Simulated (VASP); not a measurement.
Write the native input for VASP 6.6.1 that does the following.

```yaml
Task: G0W0 low-scaling quasiparticle levels
Functional: PBE
Potentials_or_basis: VASP PAW PBE potentials, release 64 (Te_GW, Sn_d_GW)
Cutoff: 450 eV
k_mesh: 3 × 3 × 3
Occupations: gaussian, width 0.01 eV
Spin: no spin polarisation
Cutoff_of_the_response_function: 200
Frequency_points: 12
Empty_bands: 235
GW_scheme: G0W0 low-scaling
GW_iterations: 1
Further_INCAR_settings: ALGO = EVGW0R; EDIFF = 1e-08; NBANDS = 245
```

SnTe:

```xyz
2
Lattice="0.0000 3.1509 3.1509 3.1509 0.0000 3.1509 3.1509 3.1509 0.0000" Properties=species:S:1:pos:R:3 pbc="T T T"
Te    3.1509    3.1509    3.1509
Sn    0.0000    0.0000    0.0000
```

These files were run (other wordings do the same):

POSCAR

```
SnTe
1.0
    0.0000000000      3.1508500000      3.1508500000
    3.1508500000      0.0000000000      3.1508500000
    3.1508500000      3.1508500000      0.0000000000
Te Sn
1 1
Direct
    0.5000000000      0.5000000000      0.5000000000
    0.0000000000      0.0000000000      0.0000000000
```

INCAR.step1

```
  PREC = Accurate
  ENCUT = 450
  EDIFF = 1E-8
  ISMEAR = 0
  SIGMA = 0.01
  LREAL = False
  LASPH = True
  NELM = 100
  ALGO = Normal
  LWAVE = True
  LCHARG = False
  GGA = PE
```

INCAR.step2

```
  PREC = Accurate
  ENCUT = 450
  EDIFF = 1E-8
  ISMEAR = 0
  SIGMA = 0.01
  LREAL = False
  LASPH = True
  NELM = 1
  ALGO = Exact
  LWAVE = True
  LCHARG = False
  GGA = PE
  NBANDS = 245
  LOPTICS = True
  ISTART = 1
```

INCAR.step3

```
  PREC = Accurate
  ENCUT = 450
  EDIFF = 1E-8
  ISMEAR = 0
  SIGMA = 0.01
  LREAL = False
  LASPH = True
  ALGO = EVGW0R
  LWAVE = False
  LCHARG = False
  GGA = PE
  NELMGW = 1
  NBANDS = 245
  ENCUTGW = 200
  NOMEGA = 12
  PRECFOCK = Fast
  ISTART = 1
  NBANDSGW = 18
```

KPOINTS

```
Automatic mesh
0
Gamma
  3 3 3
```

Potentials or basis: VASP PAW PBE potentials, release 64 (Te_GW, Sn_d_GW).

The run is started by

```bash
$ cat potpaw_PBE.64/Te_GW/POTCAR potpaw_PBE.64/Sn_d_GW/POTCAR > POTCAR
$ cp INCAR.step1 INCAR
$ mpirun -np 1 vasp_std > vasp.out
$ cp INCAR.step2 INCAR
$ mpirun -np 1 vasp_std > vasp.out
$ cp INCAR.step3 INCAR
$ mpirun -np 1 vasp_std > vasp.out
```

It gave:

The RPA correlation energy is -12.810 eV/atom. The RPA correlation energy per cell is -25.620 eV.

Caveat: the k mesh is coarse (spacing up to 0.58 Å⁻¹), so the values aren't converged; this odd mesh misses L, where the gap lies, so gap, dielectric constants and Born charges aren't listed.

It took 25 min on 1 thread of Intel(R) Xeon(R) 6975P-C (Granite Rapids) (shared host), peak memory 8.8 GiB.
